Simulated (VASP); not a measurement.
Wanted: the native input for a VASP 6.6.1 run.

| Quantity | Value |
| --- | --- |
| Task | band structure |
| Functional | TB-mBJ |
| Potentials or basis | VASP PAW PBE potentials, release 64 (N, B) |
| Cutoff | 520 eV |
| k mesh | 12 × 12 × 4 |
| Occupations | gaussian, width 0.02 eV |
| Spin | no spin polarisation |
| Further INCAR settings | ALGO = Normal; EDIFF = 1e-06; NBANDS = 16 |

Crystal: BN.

```xyz
4
Lattice="2.4982 0.0000 0.0000 -1.2491 2.1635 0.0000 0.0000 0.0000 6.6357" Properties=species:S:1:pos:R:3 pbc="T T T"
N     1.2491    0.7212    1.6589
N     0.0000    1.4424    4.9768
B     1.2491    0.7212    4.9768
B     0.0000    1.4424    1.6589
```

The input as run:

POSCAR

```
BN
1.0
    2.4982400000      0.0000000000      0.0000000000
   -1.2491200000      2.1635393048      0.0000000000
    0.0000000000      0.0000000000      6.6357000000
N B
2 2
Direct
    0.6666666667      0.3333333333      0.2500000000
    0.3333333333      0.6666666667      0.7500000000
    0.6666666667      0.3333333333      0.7500000000
    0.3333333333      0.6666666667      0.2500000000
```

INCAR.step1

```
SYSTEM = BN
ALGO = Normal ; EDIFF = 1E-5
ENCUT = 520 ; GGA = PE
ISIF = 2 ; ISMEAR = 0
LASPH = .True. ; LCHARG = .False.
LREAL = .False. ; LWAVE = .True.
NBANDS = 16 ; NELM = 60
PREC = Accurate ; SIGMA = 0.02
```

INCAR.step2

```
SYSTEM = BN
ALGO = Normal ; EDIFF = 1E-6
ENCUT = 520 ; ISIF = 2
ISMEAR = 0 ; ISTART = 1
LASPH = .True. ; LCHARG = .False.
LREAL = .False. ; LWAVE = .False.
METAGGA = MBJ ; NBANDS = 16
NELM = 60 ; PREC = Accurate
SIGMA = 0.02
```

KPOINTS

```
k-points
0
Gamma
  12 12 4
  0 0 0
```

KPOINTS_OPT

```
path GMKGALHA,LM,KH
15
line-mode
reciprocal
 0.0000000000  0.0000000000  0.0000000000  G
 0.5000000000  0.0000000000  0.0000000000  M

 0.5000000000  0.0000000000  0.0000000000  M
 0.3333333333  0.3333333333  0.0000000000  K

 0.3333333333  0.3333333333  0.0000000000  K
 0.0000000000  0.0000000000  0.0000000000  G

 0.0000000000  0.0000000000  0.0000000000  G
 0.0000000000  0.0000000000  0.5000000000  A

 0.0000000000  0.0000000000  0.5000000000  A
 0.5000000000  0.0000000000  0.5000000000  L

 0.5000000000  0.0000000000  0.5000000000  L
 0.3333333333  0.3333333333  0.5000000000  H

 0.3333333333  0.3333333333  0.5000000000  H
 0.0000000000  0.0000000000  0.5000000000  A

 0.5000000000  0.0000000000  0.5000000000  L
 0.5000000000  0.0000000000  0.0000000000  M

 0.3333333333  0.3333333333  0.0000000000  K
 0.3333333333  0.3333333333  0.5000000000  H
```

Potentials or basis: VASP PAW PBE potentials, release 64 (N, B).

Run with:

```sh
$ cat potpaw_PBE.64/N/POTCAR potpaw_PBE.64/B/POTCAR > POTCAR
$ cp INCAR.step1 INCAR
$ mpirun -np 1 vasp_std > vasp.out
$ cp INCAR.step2 INCAR
$ mpirun -np 1 vasp_std > vasp.out
```

Results of the run:

```
Band gap on the k mesh  : 6.04 eV, indirect (least direct gap 6.41 eV)
Band gap along the path : 6.00 eV, indirect (least direct gap 6.41 eV)
```

It took 110 s on 1 thread of Intel(R) Xeon(R) 6975P-C (Granite Rapids) (shared host), peak memory 0.18 GiB.
